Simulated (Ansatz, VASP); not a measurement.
# GaAs in two plane-wave programs, part 2 of 2

Wanted: the spread between two codes on one cell, functional and k mesh. The cell is taken from a series of runs on this material, whose earlier steps may have relaxed, scaled, displaced or heated it; both programs get it as it stands.

VASP 6.6.1 and Ansatz 0.2.0.

So far: The starting structure; VASP: relaxation of cell and atoms, PBEsol.

## 3. Ansatz: relaxation of cell and atoms, PBEsol

Level of this step: Ansatz beside VASP: Kohn-Sham DFT, plane waves, PBEsol (Ansatz).

Ansatz runs on its PAW soft_1 files.

The same cell, functional, mesh and smearing now go to Ansatz.

input.yaml reads:

```yaml
crystal:
  lattice:
    - [0.0, 5.653, 5.653]
    - [5.653, 0.0, 5.653]
    - [5.653, 5.653, 0.0]
  atoms:
    - { symbol: As, position: [0.375, 0.375, 0.375] }
    - { symbol: As, position: [0.375, 0.375, 0.875] }
    - { symbol: As, position: [0.375, 0.875, 0.375] }
    - { symbol: As, position: [0.375, 0.875, 0.875] }
    - { symbol: As, position: [0.875, 0.375, 0.375] }
    - { symbol: As, position: [0.875, 0.375, 0.875] }
    - { symbol: As, position: [0.875, 0.875, 0.375] }
    - { symbol: As, position: [0.875, 0.875, 0.875] }
    - { symbol: Ga, position: [0.0, 0.0, 0.0] }
    - { symbol: Ga, position: [0.0, 0.0, 0.5] }
    - { symbol: Ga, position: [0.0, 0.5, 0.0] }
    - { symbol: Ga, position: [1.0, 0.5, 0.5] }
    - { symbol: Ga, position: [0.5, 0.0, 0.0] }
    - { symbol: Ga, position: [0.5, 1.0, 0.5] }
    - { symbol: Ga, position: [0.5, 0.5, 0.0] }
    - { symbol: Ga, position: [0.5, 0.5, 0.5] }
kpoints:
  mp_grid: { grid: [4, 4, 4] }
scf:
  occupations: { method: fermi_dirac, width: 0.02 }
hamiltonian:
  xc: pbesol
  pseudopotentials: { kind: paw, azcp: { folder: soft_1 }, xc_functional: pbe }
basis:
  ecutwfc: 600
output:
  forces: true
  stress: true
  write_density: true
  write_potential: true
  elf: true
  volumetric_format: npy
relax:
  f_tol: 0.005
  max_steps: 70
  cell: { stress_tol: 0.02, p_target: 0 }
```

Run with:

```
$ ansatz run input.yaml --threads 4 --pin off --max-ram 10240MiB --backend cpu --events-out ev --progress --plain --runs-dir out
```

Numbers of over 12 decimals in the logs are rounded to 6 here.

Log:

```text
Engine: ansatz 0.2.0, x86_64-unknown-linux-gnu
Pseudopotentials: kind: paw
Pseudopotential: As, paw, valence charge 15, recommended cutoff 420 eV (normal), soft_1/As.paw.azcp
Pseudopotential: Ga, paw, valence charge 13, recommended cutoff 420 eV (normal), soft_1/Ga.paw.azcp
Functional definition: PBEsol
  exchange = pbesol_x
  correlation = pbesol_c
Crystal: 16 atoms, lattice volume = 361.299 Å³
Basis set: ecut = 600 eV, 12039 PW (Γ), exchange–correlation on 128×128×128 points (8 copies of the dense FFT grid, shifted against one another)
Bands: 135, of which v1, the nominal top of the filled ones, is band 112 counted from 1 (111 counted from 0)
Symmetry: 192 space group operations
Space group: F-43m (ITA 216), of the structure as read, at distance tolerance 7.1e-5 Å
k-points: 8 of 64 (time reversal used)
Non-local potential: As, projectors of the file, l = 0: 2, l = 1: 2, l = 2: 3, l = 3: 1
Non-local potential: Ga, projectors of the file, l = 0: 2, l = 1: 2, l = 2: 3, l = 3: 1
PAW form: soft (Blöchl's): semilocal exchange-correlation on the pseudo side does not see the compensation charge
PAW frozen core: As, regenerated for the run's functional, and the local potential with it (the file was generated under x = pbe(κ = 0.804, μ = 0.219515), c = pbe(β = 0.066725))
PAW frozen core: Ga, regenerated for the run's functional, and the local potential with it (the file was generated under x = pbe(κ = 0.804, μ = 0.219515), c = pbe(β = 0.066725))
PAW one-centre angular grid: As, 590 points (default); XC on 64 Gauss nodes
PAW one-centre angular grid: Ga, 590 points (default); XC on 64 Gauss nodes
Initial density: superposition of atomic densities (chi_scale 0.1, normalization cell, long waves kept (reshape's long-wave potential 0.00 eV rms))
Initial wavefunctions: pseudopotential atomic-orbital guess
Functional: x = pbesol(κ = 0.804, μ = 0.123457), c = pbesol(β = 0.046)
SCF iter   1: F=—  HF=-68455.847707 eV  |F-HF|=—  |Δ(HF+E_count)|=         —  Δρ=4.32e-2  dr2=3.75e0  ethr=3.10e-3  ⟨swp⟩=6.0  Hψ=3569  notcnv=0  defer=8
preconditioner: auto → Resta (q_TF=auto, 2.519 Å⁻¹)  ε∞=3.5  [insulator: Δε(μ)=0.500 eV  Ē_g=14.722 eV  σ=0.020 eV  W_gap=1.00  n_scr=112 (ndim 8)  ℏωp=23.4 eV  f_vac=0.001  D(μ)=0.00/eV (n_scr^D=0)  ε∞_Penn≈3.5]
SCF iter   2: F=—  HF=-68455.278314 eV  |F-HF|=—  |Δ(HF+E_count)|=   5.69e-1  Δρ=2.36e-2  dr2=1.32e0  ethr=1.67e-3  ⟨swp⟩=2.0  Hψ=1308  notcnv=0  defer=124
SCF iter   3: F=—  HF=-68454.947596 eV  |F-HF|=—  |Δ(HF+E_count)|=   3.31e-1  Δρ=2.43e-3  dr2=3.10e-2  ethr=5.91e-4  ⟨swp⟩=3.0  Hψ=1592  notcnv=0  defer=124
SCF iter   4: F=—  HF=-68454.933495 eV  |F-HF|=—  |Δ(HF+E_count)|=   1.41e-2  Δρ=1.96e-3  dr2=1.10e-2  ethr=1.38e-5  ⟨swp⟩=3.0  Hψ=1912  notcnv=0  defer=124
SCF iter   5: F=—  HF=-68454.937724 eV  |F-HF|=—  |Δ(HF+E_count)|=   4.23e-3  Δρ=7.56e-4  dr2=2.09e-3  ethr=4.90e-6  ⟨swp⟩=2.0  Hψ=1591  notcnv=0  defer=124
SCF iter   6: F=—  HF=-68454.938325 eV  |F-HF|=—  |Δ(HF+E_count)|=   6.01e-4  Δρ=2.95e-4  dr2=2.35e-4  ethr=9.32e-7  ⟨swp⟩=2.0  Hψ=1852  notcnv=0  defer=124
SCF iter   7: F=—  HF=-68454.938257 eV  |F-HF|=—  |Δ(HF+E_count)|=   6.72e-5  Δρ=4.37e-5  dr2=5.78e-6  ethr=1.05e-7  ⟨swp⟩=2.0  Hψ=1532  notcnv=0  defer=124
SCF iter   8: F=—  HF=-68454.938340 eV  |F-HF|=—  |Δ(HF+E_count)|=   8.23e-5  Δρ=1.41e-5  dr2=4.30e-7  ethr=2.58e-9  ⟨swp⟩=2.0  Hψ=1804  notcnv=0  defer=124
SCF iter   9: F=-68454.938340 eV  HF=-68454.938340 eV  |F-HF|=1.51e-8  |Δ(HF+E_count)|=   6.11e-7  Δρ=1.48e-6  dr2=7.52e-9  ethr=4.46e-11  ⟨swp⟩=8.0  Hψ=5896  notcnv=0
SCF 1 converged in 9 iterations: F = -68454.938340 eV  dr2 = 7.52e-9
  greatest PAW one-centre occupation: 0.999 electrons in one spin orbital (limit 2), on the As atom at site 7 (counted from 0), in its partial waves of l = 2
relax step   1: F+E_penalty+E_count = -68454.93834043 eV  Δ(F+E_penalty+E_count) = +0.000e0 eV  max|allowed force component| = 7.795e-18 eV/Å  Δτ_max = 0.0000 Å  P = +0.224 GPa  Ω = 361.299 Å³  (9 SCF iters, dr2 threshold 1.00e-7 eV, accepted)
Crystal: 16 atoms, lattice volume = 362.342 Å³
Initial density: handed on by an earlier stage of this run
Initial wavefunctions: those handed on with the density
iter 1 solved again at ethr=2.80e-8 eV; its pass at ethr=3.10e-3 eV (dr2=6.27e-5 eV) is discarded
SCF iter   1: F=—  HF=-68454.939132 eV  |F-HF|=—  |Δ(HF+E_count)|=         —  Δρ=1.24e-4  dr2=5.99e-5  ethr=2.80e-8  ⟨swp⟩=2.8  Hψ=4448  notcnv=0
preconditioner: auto → Resta (q_TF=auto, 2.518 Å⁻¹)  ε∞=3.6  [insulator: Δε(μ)=0.426 eV  Ē_g=14.461 eV  σ=0.020 eV  W_gap=1.00  n_scr=112 (ndim 8)  ℏωp=23.4 eV  f_vac=0.072  D(μ)=0.00/eV (n_scr^D=0)  ε∞_Penn≈3.6]
SCF iter   2: F=—  HF=-68454.939129 eV  |F-HF|=—  |Δ(HF+E_count)|=   2.51e-6  Δρ=7.16e-5  dr2=2.34e-5  ethr=2.67e-8  ⟨swp⟩=1.0  Hψ=1080  notcnv=0
[...]
Internal energy: -68454.939148 eV  (E = F + TS)
E sigma→0 (E₀):  -68454.939149 eV
Entropy (-TS):   -0.000001 eV (-0.000 meV/atom)
Fermi energy:    7.977848 eV
--- Per-component energies (eV) ---
  E_band       = -2595.573166
  E_kinetic    = 1677.758804
  E_local      = -29316.793792  (includes V_loc(G=0)·N_el)
  E_nonlocal   = -3870.050571
  E_hartree    = 17059.615332
  E_xc         = -1062.933432
  E_vxc        = -1038.889610  (∫ρ·V_xc dr)
  E_paw        = -31387.709818  (= ΣΔE_a)
  E_vpaw       = -4166.829224  (= ΣTr[D̂ρ^β])
  E_aug_tail   = -0.000004  (compensation charges beyond the density's cutoff)
  E_ewald      = -21569.460941
  E_core_change = 14.635274  (= ΣΔE_core)
  E_smearing   = -0.000001  (= −TS)
  E_closure    = 0.000000  (closes the sum)
  Σ components = -68454.939149   (vs F -68454.939149, Δ=0.00e0)
--- Forces (eV/Å), atoms counted from 1 ---
  atom   1  As     0.00000000    -0.00000000    -0.00000000
  atom   2  As     0.00000000    -0.00000000    -0.00000000
  atom   3  As     0.00000000    -0.00000000    -0.00000000
  atom   4  As     0.00000000    -0.00000000    -0.00000000
  atom   5  As     0.00000000    -0.00000000    -0.00000000
  atom   6  As     0.00000000    -0.00000000    -0.00000000
  atom   7  As     0.00000000    -0.00000000    -0.00000000
  atom   8  As     0.00000000    -0.00000000    -0.00000000
  atom   9  Ga     0.00000000     0.00000000    -0.00000000
  atom  10  Ga     0.00000000     0.00000000     0.00000000
  atom  11  Ga     0.00000000     0.00000000     0.00000000
  atom  12  Ga    -0.00000000     0.00000000    -0.00000000
  atom  13  Ga    -0.00000000     0.00000000     0.00000000
  atom  14  Ga    -0.00000000     0.00000000     0.00000000
  atom  15  Ga    -0.00000000     0.00000000     0.00000000
  atom  16  Ga    -0.00000000     0.00000000     0.00000000
  max |Σ_I F_I| component: 2.61e-17 eV/Å
--- Stress (GPa, compression-positive) ---
        0.000269       0.000000       0.000000
        0.000000       0.000269       0.000000
        0.000000      -0.000000       0.000269
  P = ⅓ Tr σ = 0.0003 GPa (0.003 kbar)
--- Band table (eV; the first three rows and the last of 8) ---
  k-point 0: bands = [... 108 lower, 6.6137, 7.7550, 7.7550, 7.7550, 8.1788, 8.6771, 8.6771, 8.6771, ... 19 higher]
  k-point 1: bands = [... 108 lower, 6.7359, 6.7359, 7.5183, 7.5183, 8.8021, 9.2807, 9.3719, 9.3719, ... 19 higher]
  k-point 2: bands = [... 108 lower, 7.0763, 7.0763, 7.0763, 7.0763, 9.1328, 9.1328, 9.8785, 9.8785, ... 19 higher]
  k-point 7: bands = [... 108 lower, 6.4511, 6.4511, 6.4511, 6.4511, 10.7518, 10.7518, 10.7518, 10.7518, ... 19 higher]
--- Relaxed structure (3 steps of the walk, 3 accepted, 1 SCFs on fresh bases) ---
  F+E_penalty+E_count = -68454.93914893 eV   max|allowed force component| = 5.101e-18 eV/Å   (the final SCF, on the basis selected at the relaxed cell)
  cell:  # Å, volume = 362.4579 Å³
    - [0, 5.659037, 5.659037]
    - [5.659037, 0, 5.659037]
    - [5.659037, 5.659037, 0]
  atoms:
    - { symbol: As, position: [0.375000, 0.375000, 0.375000] }
    - { symbol: As, position: [0.375000, 0.375000, 0.875000] }
    - { symbol: As, position: [0.375000, 0.875000, 0.375000] }
    - { symbol: As, position: [0.375, 0.875000, 0.875000] }
    - { symbol: As, position: [0.875000, 0.375000, 0.375000] }
    - { symbol: As, position: [0.875000, 0.375, 0.875000] }
    - { symbol: As, position: [0.875000, 0.875000, 0.375] }
    - { symbol: As, position: [0.875000, 0.875000, 0.875000] }
    - { symbol: Ga, position: [0, 0, 0] }
    - { symbol: Ga, position: [0, 0, 0.5] }
    - { symbol: Ga, position: [0.0, 0.5, 0.0] }
    - { symbol: Ga, position: [1.000000, 0.5, 0.500000] }
    - { symbol: Ga, position: [0.5, 0.0, 0.0] }
    - { symbol: Ga, position: [0.5, 1.000000, 0.500000] }
    - { symbol: Ga, position: [0.5, 0.5, 0.0] }
    - { symbol: Ga, position: [0.5, 0.5, 0.5] }
```

## 4. Differences

Known differences besides the potentials themselves: the data sets hold 224 valence electrons in Ansatz (on its PAW soft_1 files) and 144 in VASP; the cutoff is 600 eV in Ansatz and 500 eV in VASP; Ansatz makes its cores anew for this functional, VASP keeps those of its PBE data sets. Total energies have different zeros and are not compared.

The two programs side by side:

| quantity | Ansatz | VASP | difference |
| --- | --- | --- | --- |
| volume (Å³) | 362.46 | 363.14 | -0.19 % |
| edge a after relaxation, in the typed setting (Å) | 8.003 | 8.008 | -0.06 % |

## 5. What came out

| Item | Value |
| --- | --- |
| difference in volume (relaxation of cell and atoms, PBEsol) | -0.19 % |

**Reading.** The difference in volume is -0.19 % (relaxation of cell and atoms, PBEsol), within the 1.2 % picked in this series as the mark of a large difference, as far as the stopping tolerances let one tell. The data sets hold unlike numbers of valence electrons (224 in Ansatz and 144 in VASP), so part of the differences comes from the potentials. Such differences can come from data sets, numerical settings and the points named under the comparisons, not from the functional's error against experiment.

[Lines on the potential files, build, host, timing and source positions are cut from VASP's logs without a mark.]

[Logs are printed without paths, hosts, clocks, repeated set-up lines and the standing remarks that a program may print on its own settings, such as how far it seeks lower states.]

[Hosts, paths, dates, database ids (printed as entryN), source tags and the programs' standing remarks are cut or masked in the printed files.]
